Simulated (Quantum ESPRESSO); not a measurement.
# V (Im-3m) in Quantum ESPRESSO: a series of runs, part 4 of 4

Quantum ESPRESSO 7.5.

## 6. Phonons, LDA, collinear spin, ferromagnetic start, target pressure 15 GPa, at which the enthalpy is minimised

The input, pw.in:

```
&CONTROL
  calculation = 'scf'
  prefix = 'pwscf'
  outdir = './tmp'
  pseudo_dir = './pseudo'
  tprnfor = .true.
  tstress = .true.
  disk_io = 'low'
/
&SYSTEM
  ibrav = 0
  nat = 1
  ntyp = 1
  ecutwfc = 84
  nbnd = 15
  occupations = 'smearing'
  smearing = 'mv'
  degauss = 0.01469973
  nspin = 2
  starting_magnetization(1) = 0.1538
/
&ELECTRONS
  conv_thr = 2d-10
  electron_maxstep = 120
  mixing_beta = 0.3
/
ATOMIC_SPECIES
V     50.9415 V.upf
CELL_PARAMETERS bohr
  -2.8617067568    2.8617067568    2.8617067568
   2.8617067568   -2.8617067568    2.8617067568
   2.8617067568    2.8617067568   -2.8617067568
ATOMIC_POSITIONS bohr
V      0.0000000000    0.0000000000    0.0000000000
K_POINTS automatic
8 8 8 0 0 0
```

The input, relax.in:

```
&CONTROL
  calculation = 'vc-relax'
  prefix = 'pwscf'
  outdir = './tmp'
  pseudo_dir = './pseudo'
  tprnfor = .true.
  tstress = .true.
  disk_io = 'low'
  nstep = 40
  forc_conv_thr = 0.0001
  etot_conv_thr = 1d-06
/
&SYSTEM
  ibrav = 0
  nat = 1
  ntyp = 1
  ecutwfc = 84
  nbnd = 15
  occupations = 'smearing'
  smearing = 'mv'
  degauss = 0.01469973
  nspin = 2
  starting_magnetization(1) = 0.1538
/
&ELECTRONS
  conv_thr = 2d-10
  electron_maxstep = 120
  mixing_beta = 0.3
/
&IONS
  ion_dynamics = 'bfgs'
/
&CELL
  cell_dynamics = 'bfgs'
  press = 150
  press_conv_thr = 0.2
/
ATOMIC_SPECIES
V     50.9415 V.upf
CELL_PARAMETERS bohr
  -2.8617067568    2.8617067568    2.8617067568
   2.8617067568   -2.8617067568    2.8617067568
   2.8617067568    2.8617067568   -2.8617067568
ATOMIC_POSITIONS bohr
V      0.0000000000    0.0000000000    0.0000000000
K_POINTS automatic
8 8 8 0 0 0
```

The input, scf2.in:

```
&CONTROL
  calculation = 'scf'
  prefix = 'pwscf'
  outdir = './tmp'
  pseudo_dir = './pseudo'
  tprnfor = .true.
  tstress = .true.
  disk_io = 'low'
/
&SYSTEM
  ibrav = 0
  nat = 1
  ntyp = 1
  ecutwfc = 84
  nbnd = 15
  occupations = 'smearing'
  smearing = 'mv'
  degauss = 0.01469973
  nspin = 2
  starting_magnetization(1) = 0.1538
/
&ELECTRONS
  conv_thr = 1d-13
  electron_maxstep = 120
  mixing_beta = 0.3
  startingpot = 'file'
  startingwfc = 'file'
/
ATOMIC_SPECIES
V     50.9415 V.upf
CELL_PARAMETERS bohr
  -2.7068479747    2.7068479747    2.7068479747
   2.7068479747   -2.7068479747    2.7068479747
   2.7068479747    2.7068479747   -2.7068479747
ATOMIC_POSITIONS bohr
V      0.0000000000    0.0000000000    0.0000000000
K_POINTS automatic
8 8 8 0 0 0
```

The input, ph.in:

```
phonons of V
&INPUTPH
  prefix = 'pwscf'
  outdir = './tmp'
  tr2_ph = 1d-18
  fildyn = 'dyn'
  niter_ph = 90
  alpha_mix(1) = 0.4
/
0.0000000000 0.8660254038 0.0000000000
```

Potentials or basis: PseudoDojo 0.4.1 SR LDA standard.

Started as:

```console
$ OMP_NUM_THREADS=1 mpirun -n 4 pw.x -nk 4 -in pw.in > pw.out
$ OMP_NUM_THREADS=1 mpirun -n 4 pw.x -nk 4 -in relax.in > relax.out
$ OMP_NUM_THREADS=1 mpirun -n 4 pw.x -nk 4 -in scf2.in > scf2.out
$ OMP_NUM_THREADS=1 mpirun -n 4 ph.x -nk 4 -in ph.in > ph.out
```

pw.out:

```text
This program is part of the open-source Quantum ESPRESSO suite
     for quantum simulation of materials; please cite
[... 6 lines left out ...]
     using ibrav=0 with symmetry is DISCOURAGED, use correct ibrav instead

     K-points division:     npool     =       4
     Subspace diagonalization in iterative solution of the eigenvalue problem:
     a serial algorithm will be used

     G-vector sticks info
     --------------------
     sticks:   dense  smooth     PW     G-vecs:    dense   smooth      PW
     Sum         623     623    221                 9861     9861    2123

     Using Slab Decomposition

     bravais-lattice index     =            0
     lattice parameter (alat)  =       4.9566  a.u.
     unit-cell volume          =      93.7423 (a.u.)^3
     number of atoms/cell      =            1
     number of atomic types    =            1
     number of electrons       =        13.00
     number of Kohn-Sham states=           15
     kinetic-energy cutoff     =      84.0000  Ry
     charge density cutoff     =     336.0000  Ry
     scf convergence threshold =      2.0E-10
     mixing beta               =       0.3000
     number of iterations used =            8  plain     mixing
     Exchange-correlation= SLA  PW   NOGX NOGC
                           (   1   4   0   0   0   0   0)

     celldm(1)=   4.956621  celldm(2)=   0.000000  celldm(3)=   0.000000
     celldm(4)=   0.000000  celldm(5)=   0.000000  celldm(6)=   0.000000

     crystal axes: (cart. coord. in units of alat)
               a(1) = (  -0.577350   0.577350   0.577350 )
               a(2) = (   0.577350  -0.577350   0.577350 )
               a(3) = (   0.577350   0.577350  -0.577350 )

     reciprocal axes: (cart. coord. in units 2 pi/alat)
               b(1) = ( -0.000000  0.866025  0.866025 )
               b(2) = (  0.866025 -0.000000  0.866025 )
               b(3) = (  0.866025  0.866025  0.000000 )

     PseudoPot. # 1 for V  read from file:
     V.upf
     Pseudo is Norm-conserving + core correction, Zval = 13.0
     Generated using ONCVPSP code by D. R. Hamann
     Using radial grid of 1518 points,  6 beta functions with:
                l(1) =   0
                l(2) =   0
                l(3) =   1
                l(4) =   1
                l(5) =   2
                l(6) =   2

     atomic species   valence    mass     pseudopotential
     V                13.00    50.94150     V ( 1.00)

     Starting magnetic structure
     atomic species   magnetization
     V               0.154

     48 Sym. Ops., with inversion, found

   Cartesian axes

     site n.     atom                  positions (alat units)
         1        V      tau(   1) = (   0.0000000   0.0000000   0.0000000  )

     number of k points=    29  Marzari-Vanderbilt smearing, width (Ry)=  0.0147
                       cart. coord. in units 2pi/alat
        k(    1) = (   0.0000000   0.0000000   0.0000000), wk =   0.0019531
        k(    2) = (   0.1082532   0.1082532   0.0000000), wk =   0.0234375
        k(    3) = (   0.2165064   0.2165064   0.0000000), wk =   0.0234375
        k(    4) = (   0.3247595   0.3247595   0.0000000), wk =   0.0234375
        k(    5) = (  -0.4330127  -0.4330127   0.0000000), wk =   0.0117188
        k(    6) = (   0.2165064   0.1082532   0.1082532), wk =   0.0468750
[... 21 lines left out ...]
        k(   28) = (  -0.8660254  -0.1082532  -0.1082532), wk =   0.0234375
        k(   29) = (  -0.8660254  -0.8660254  -0.8660254), wk =   0.0019531

     Dense  grid:     9861 G-vectors     FFT dimensions: (  30,  30,  30)

     Generating pointlists ...
     new r_m :   0.4125 (alat units)  2.0446 (a.u.) for type    1

     Initial potential from superposition of free atoms

     starting charge      12.9991, renormalised to      13.0000
     Starting wfcs are   10 randomized atomic wfcs +    5 random wfcs

     Self-consistent Calculation

     iteration #  1     ecut=    84.00 Ry     beta= 0.30
     Davidson diagonalization with overlap
     ethr =  1.00E-02,  avg # of iterations =  4.2

     Threshold (ethr) on eigenvalues was too large:
     Diagonalizing with lowered threshold

     Davidson diagonalization with overlap
     ethr =  6.68E-04,  avg # of iterations =  1.1

     total energy              =    -147.49184328 Ry
     estimated scf accuracy    <       0.08753804 Ry

     total magnetization       =     0.84 Bohr mag/cell
     absolute magnetization    =     0.84 Bohr mag/cell

     iteration #  2     ecut=    84.00 Ry     beta= 0.30
     Davidson diagonalization with overlap
     ethr =  6.73E-04,  avg # of iterations =  1.1
[... 114 lines left out ...]
     total magnetization       =    -0.00 Bohr mag/cell
     absolute magnetization    =     0.00 Bohr mag/cell

     iteration # 14     ecut=    84.00 Ry     beta= 0.30
     Davidson diagonalization with overlap
     ethr =  7.32E-12,  avg # of iterations =  1.0

     Magnetic moment per site  (integrated on atomic sphere of radius R)
     atom   1 (R=0.413)  charge= 11.3318  magn=  0.0000

     End of self-consistent calculation

 ------ SPIN UP ------------

          k = 0.0000 0.0000 0.0000 (  1205 PWs)   bands (ev):

   -47.3549 -21.0165 -21.0165 -21.0165   9.2749  16.1595  16.1595  16.1595
    18.0814  18.0814  36.1448  36.1448  36.1448  42.7188  42.7188

          k = 0.1083 0.1083 0.0000 (  1218 PWs)   bands (ev):

   -47.3284 -21.1446 -21.0560 -21.0173   9.8748  15.9151  16.0807  16.5884
    17.8495  18.1013  34.8951  35.8550  36.5893  41.5448  42.8135
[... 58 lines left out ...]
   -47.3030 -21.1818 -21.0966 -21.0966  10.4423  16.1372  16.1372  16.5851
    17.1851  18.4026  34.2131  36.4028  36.4028  38.0650  42.7870

          k = 0.4330 0.3248 0.3248 (  1208 PWs)   bands (ev):

   -47.1614 -21.6344 -21.4141 -21.2142  14.1987  14.6378  15.0362  18.3589
    18.4587  23.1752  26.4603  27.1116  29.9682  43.1847  45.1862

          k = 0.0000-0.1083 0.3248 (  1221 PWs)   bands (ev):

   -47.2413 -21.4386 -21.1936 -21.1151  11.8539  15.7171  15.7769  16.9871
    17.6203  18.6536  31.8892  33.9421  35.3996  38.2269  41.7351

          k =-0.0000-0.2165 0.4330 (  1222 PWs)   bands (ev):

   -47.1790 -21.7103 -21.2891 -21.1111  12.9708  15.3368  15.4408  17.5249
    19.0136  19.2409  27.8540  32.4517  33.6739  39.6262  40.9691

          k = 0.1083-0.1083 0.4330 (  1224 PWs)   bands (ev):

   -47.1822 -21.6081 -21.3169 -21.1641  13.1174  14.9237  15.8788  17.1097
    18.4666  19.4523  30.2287  30.4140  35.6691  36.4786  41.5294

          k =-0.8660-0.3248-0.3248 (  1216 PWs)   bands (ev):

   -47.1530 -21.8212 -21.3283 -21.1089  13.0835  15.1615  15.7869  17.5790
    19.7064  20.2867  25.5255  31.9005  32.7645  40.7689  40.8129

          k =-0.7578-0.2165-0.3248 (  1219 PWs)   bands (ev):
[... 41 lines left out ...]
   -47.0632 -21.6339 -21.5496 -21.5133  13.1825  13.2248  18.3092  18.5187
    19.4371  24.7124  25.5242  27.0220  32.5773  33.5579  38.3941

          k =-0.8660-0.8660-0.8660 (  1264 PWs)   bands (ev):

   -47.0445 -21.5945 -21.5945 -21.5945  12.8793  12.8793  19.3826  19.3826
    19.3826  25.6698  25.6698  25.6698  32.3372  32.3372  36.7801

 ------ SPIN DOWN ----------

          k = 0.0000 0.0000 0.0000 (  1205 PWs)   bands (ev):

   -47.3549 -21.0164 -21.0164 -21.0164   9.2749  16.1596  16.1596  16.1596
    18.0814  18.0814  36.1448  36.1448  36.1448  42.7188  42.7188

          k = 0.1083 0.1083 0.0000 (  1218 PWs)   bands (ev):

   -47.3283 -21.1445 -21.0559 -21.0173   9.8748  15.9152  16.0808  16.5885
    17.8496  18.1014  34.8951  35.8550  36.5893  41.5449  42.8135
[... 58 lines left out ...]
   -47.3030 -21.1818 -21.0965 -21.0965  10.4423  16.1373  16.1373  16.5851
    17.1852  18.4026  34.2131  36.4029  36.4029  38.0650  42.7870

          k = 0.4330 0.3248 0.3248 (  1208 PWs)   bands (ev):

   -47.1614 -21.6344 -21.4140 -21.2142  14.1987  14.6379  15.0363  18.3589
    18.4587  23.1752  26.4603  27.1116  29.9682  43.1847  45.1862

          k = 0.0000-0.1083 0.3248 (  1221 PWs)   bands (ev):

   -47.2413 -21.4386 -21.1935 -21.1150  11.8540  15.7171  15.7770  16.9872
    17.6203  18.6536  31.8892  33.9421  35.3996  38.2270  41.7351

          k =-0.0000-0.2165 0.4330 (  1222 PWs)   bands (ev):

   -47.1790 -21.7102 -21.2890 -21.1110  12.9709  15.3368  15.4409  17.5250
    19.0137  19.2409  27.8540  32.4517  33.6739  39.6262  40.9691

          k = 0.1083-0.1083 0.4330 (  1224 PWs)   bands (ev):

   -47.1821 -21.6080 -21.3169 -21.1641  13.1174  14.9237  15.8789  17.1097
    18.4666  19.4523  30.2287  30.4140  35.6692  36.4786  41.5294

          k =-0.8660-0.3248-0.3248 (  1216 PWs)   bands (ev):

   -47.1530 -21.8212 -21.3282 -21.1088  13.0835  15.1615  15.7869  17.5791
    19.7065  20.2868  25.5255  31.9005  32.7646  40.7690  40.8129

          k =-0.7578-0.2165-0.3248 (  1219 PWs)   bands (ev):
[... 41 lines left out ...]
   -47.0632 -21.6339 -21.5495 -21.5132  13.1826  13.2249  18.3093  18.5188
    19.4372  24.7124  25.5242  27.0220  32.5774  33.5580  38.3941

          k =-0.8660-0.8660-0.8660 (  1264 PWs)   bands (ev):

   -47.0444 -21.5945 -21.5945 -21.5945  12.8793  12.8793  19.3827  19.3827
    19.3827  25.6698  25.6698  25.6698  32.3372  32.3372  36.7801

     the Fermi energy is    15.7662 ev

!    total energy              =    -147.51871047 Ry
     estimated scf accuracy    <          3.6E-11 Ry
     smearing contrib. (-TS)   =       0.00034089 Ry
     internal energy E=F+TS    =    -147.51905136 Ry

     The total energy is F=E-TS. E is the sum of the following terms:
     one-electron contribution =     -46.68958131 Ry
     hartree contribution      =      29.26406187 Ry
     xc contribution           =     -22.63485338 Ry
     ewald contribution        =    -107.45867855 Ry

     total magnetization       =     0.00 Bohr mag/cell
     absolute magnetization    =     0.00 Bohr mag/cell

     convergence has been achieved in  14 iterations

     Forces acting on atoms (cartesian axes, Ry/au):

     atom    1 type  1   force =     0.00000000    0.00000000    0.00000000

     Total force =     0.000000     Total SCF correction =     0.000000

     Computing stress (Cartesian axis) and pressure

          total   stress  (Ry/bohr**3)                   (kbar)     P=     -186.62
  -0.00126859  -0.00000000  -0.00000000         -186.62       -0.00       -0.00
  -0.00000000  -0.00126859  -0.00000000           -0.00     -186.62       -0.00
  -0.00000000  -0.00000000  -0.00126859           -0.00       -0.00     -186.62

=------------------------------------------------------------------------------=
   JOB DONE.
=------------------------------------------------------------------------------=
```

Run time: 57 s. Hardware: 4 MPI ranks of Intel Xeon Platinum 8259CL at 2.50GHz (Skylake/Cascade Lake), shared host; peak memory 0.36 GiB.

Results:

| Quantity | Value |
| --- | --- |
| Free energy | -2007.1513 eV |
| Relaxed volume | 11.76 Å³/atom |
| Relaxed cell | a = 2.481 Å, b = 2.481 Å, c = 2.481 Å, α = 109.47°, β = 109.47°, γ = 109.47° |
| Space group after relaxing (to 0.05 Å) | Im-3m (No. 229) |
| Pressure after relaxing | 15.0 GPa |
| Band gap on the k mesh | none (metal or under the smearing width) |
| Net moment | 0.00 μB per cell |
| Absolute moment | 0.00 μB per cell |
| Valence electrons inside the program's atomic spheres | V 11.33 |
| Highest phonon frequency at the q point run | 351 cm⁻¹ |

The path:
```
step  energy change (eV)  largest force (eV/Å)  pressure (GPa)  volume (Å³)
   1              0.0000                0.0000          -18.66        13.89
   2             -0.0453                0.0000           17.79        11.64
   3             -0.0599                0.0000           14.27        11.79
   4             -0.0571                0.0000           14.99        11.76
   5             -0.0571                0.0000           15.01        11.76
   6             -0.0571                0.0000           15.01        11.76
```

Final structure:
```
V
1.0
    -1.43240    1.43240    1.43240
     1.43240   -1.43240    1.43240
     1.43240    1.43240   -1.43240
V
1
Cartesian
  0.0000 0.0000 0.0000
```

Phonon frequencies in cm⁻¹ (negative: imaginary):
| q point | frequencies |
| --- | --- |
| (0.500, -0.500, 0.500) | 351 351 351 |

Phonon modes at q = (0.500, -0.500, 0.500) in reciprocal lattice units:
```csv
mode,symmetry,cm⁻¹
1,T_1u,351
2,T_1u,351
3,T_1u,351
```

Caveat: the k mesh is coarse (spacing up to 0.37 Å⁻¹), so the values aren't converged; the mesh is thin for the phonons of a metal; the volume moved by over 15 % at a fixed basis, so the end points are rough; the cell is more than 3 GPa from zero pressure, which shifts response properties.

## 7. The runs side by side

```csv
cell,gap on the mesh (eV),pressure (GPa),moment (μB)
relaxed,none,0.0,0.00
relaxed to 2 GPa,none,2.0,0.00
relaxed to 5 GPa,none,5.0,0.00
relaxed to 10 GPa,none,10.0,0.00
relaxed to 15 GPa,none,15.0,0.00
```

Alike in all rows: task phonons; level LDA; potentials or basis PseudoDojo 0.4.1 SR LDA standard; spin collinear, ferromagnetic start; k mesh 8 × 8 × 8; cutoff (eV) 1143; smearing cold 0.2 eV; the mesh is coarse, so values aren't converged.

Caveats: all runs use coarse meshes; the mesh is thin for the phonons of a metal; the cell is more than 3 GPa from zero pressure, which shifts response properties (some runs); the volume moved by over 15 % at a fixed basis, so the end points are rough (some runs).

Absolute energies hang on the potentials; compare differences alone.
